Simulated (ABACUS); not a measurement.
The system is N.

```
N
1.0
     2.51947    0.00000    0.00000
    -1.25974    2.18193    0.00000
     0.00000    0.00000    2.44600
N
2
Cartesian
  0.0000 1.4546 1.8345
  1.2597 0.7273 0.6115
```

The real solid is made of molecules; this cell is a model form.

| Item | Value |
| --- | --- |
| Program | ABACUS 3.10.1 |
| Task | single point |
| Functional | PBE |
| Potentials or basis | PseudoDojo NC SR 0.4.1 PBE standard |
| Cutoff | 1361 eV |
| Density cutoff | 5442 eV |
| Basis | DZP LCAO (the cutoffs set its grid) |
| k mesh | 12 × 12 × 11 |
| Occupations | fermi-dirac, width 0.05 eV |
| Spin | no spin polarisation |

On this cell: pressure 13.3 GPa; largest force under 0.003 eV/Å; band gap on the k mesh none (metal or under the smearing width).

The same run follows on a disturbed copy (atoms moved at random, drawn with an rms of 0.05 Å):

```xyz
2
Lattice="2.5195 0.0000 0.0000 -1.2597 2.1819 0.0000 0.0000 0.0000 2.4460" Properties=species:S:1:pos:R:3 pbc="T T T"
N    -0.0029    1.4406    1.8004
N     1.2728    0.7264    0.6325
```

Q: What changes?

A: The energy (extrapolated to zero smearing) moves by -28.5 meV/atom; pressure 13.9 GPa; largest force 2.034 eV/Å; band gap on the k mesh none (metal or under the smearing width).

Forces on the atoms (eV/Å):
```
N   -0.113 -0.075 -2.029
N    0.113  0.075  2.029
```

Stress tensor (GPa, compression positive):
```
13.88 -2.04  0.67
-2.04 17.18  0.52
 0.67  0.52 10.54
```

The energy falls, though the first cell shows no forces: that form is unstable against this distortion, unless noise or another electronic state is at work.

Caveats: the atomic orbitals were generated for these runs and aren't a published set; the basis of atomic orbitals isn't converged, which shifts pressures, moduli and gaps.
